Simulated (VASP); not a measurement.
Input of a VASP 6.6.1 run:

Contents of INCAR:

```
  ALGO = Normal
  EDIFF = 1E-7
  EDIFFG = -0.004
  ENCUT = 600
  GGA = PE
  IBRION = 2
  ISIF = 3
  ISMEAR = 0
  LASPH = True
  LCHARG = False
  LREAL = False
  LWAVE = False
  NELM = 80
  NSW = 80
  PREC = Accurate
  SIGMA = 0.1
```

File KPOINTS:

```
k-points
0
Gamma
  18 18 14
```

The input POSCAR:

```
WC
1.0
    2.9065000000      0.0000000000      0.0000000000
   -1.4532500000      2.5171028400      0.0000000000
    0.0000000000      0.0000000000      2.8366000000
W C
1 1
Direct
    0.0000000000      0.0000000000      0.0000000000
    0.6666666700      0.3333333300      0.5000000000
```

Potentials or basis: VASP PAW PBE potentials, release 64 (W_sv, C).

Command:

```console
$ cat potpaw_PBE.64/W_sv/POTCAR potpaw_PBE.64/C/POTCAR > POTCAR
$ mpirun -np 1 vasp_std > vasp.out
```

Problem. Predict the relaxed cell.

Solution. a = 2.924 Å, b = 2.924 Å, c = 2.850 Å, α = 90.00°, β = 90.00°, γ = 120.00°.

Problem. Estimate the space group after relaxing (to 0.05 Å).

Solution. P-6m2 (No. 187).

Problem. What does it give for the band gap on the k mesh?

Solution. None (metal or under the smearing width).

Problem. Predict the relaxed volume.

Solution. 10.55 Å³/atom.

Final structure:
```xyz
2
Lattice="2.9240 0.0000 0.0000 -1.4620 2.5322 0.0000 0.0000 0.0000 2.8498" Properties=species:S:1:pos:R:3 pbc="T T T"
W     0.0000    0.0000    0.0000
C     1.4620    0.8441    1.4249
```

The run has no spin-orbit coupling, so splittings on W are missing. PBE usually gives volumes a little too large and moduli too small.
